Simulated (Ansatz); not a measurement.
**Ligand exchange: C3H6O + Si(CH3)3(NH2) → C2H5NO + Si(CH3)4**

Gas-phase species: C3H6O (acetone) `CC(C)=O`, singlet; Si(CH3)3(NH2), singlet; C2H5NO (acetamide) `CC(N)=O`, singlet; Si(CH3)4 (tetramethylsilane), singlet. The partners trade CH3 for NH2: C–CH3 and Si–NH2 bonds give way to C–NH2 and Si–CH3.

Shapes, held fixed at every level: PBE0-D4/def2-TZVP. Flexible molecules stand in one conformer, not always the lowest. Programs: Ansatz 0.2.0. Electronic energies: no zero-point or thermal term.

| level | kind | ΔE (kJ/mol) | less CCSD(T)/CBS estimate |
| --- | --- | --- | --- |
| HF/def2-SVP | Hartree–Fock | -2.0 | -13.1 |
| HF/def2-TZVPP | Hartree–Fock | +12.5 | +1.4 |
| SPW92/def2-TZVPP | LDA | -12.6 | -23.7 |
| r2SCAN0-D4/def2-TZVPP | global hybrid | -1.1 | -12.2 |
| B2PLYP/def2-TZVPP | double hybrid | +5.2 | -5.9 |
| CCSD(T)/def2-SVP | coupled cluster or CI | -2.3 | -13.4 |
| CCSD/def2-SVP | coupled cluster or CI | -0.7 | -11.8 |
| CCSD(T)/CBS estimate | coupled cluster or CI | +11.1 | 0.0 |

The highest level, CCSD(T)/CBS estimate, gives ΔE = +11.1 kJ/mol; the levels span -12.6 to +12.5. They disagree on the sign: 3 of 8 are positive. The column of differences is taken from that level and isn't an error. No measured value is set beside it here. The CBS estimate extrapolates MP2 from def2-TZVPP and def2-QZVPP and adds CCSD(T) − MP2 in the triple-zeta set, cores frozen. CCSD(T)/CBS estimate lies outside the range of the other correlated levels here, so it shouldn't be taken on trust.
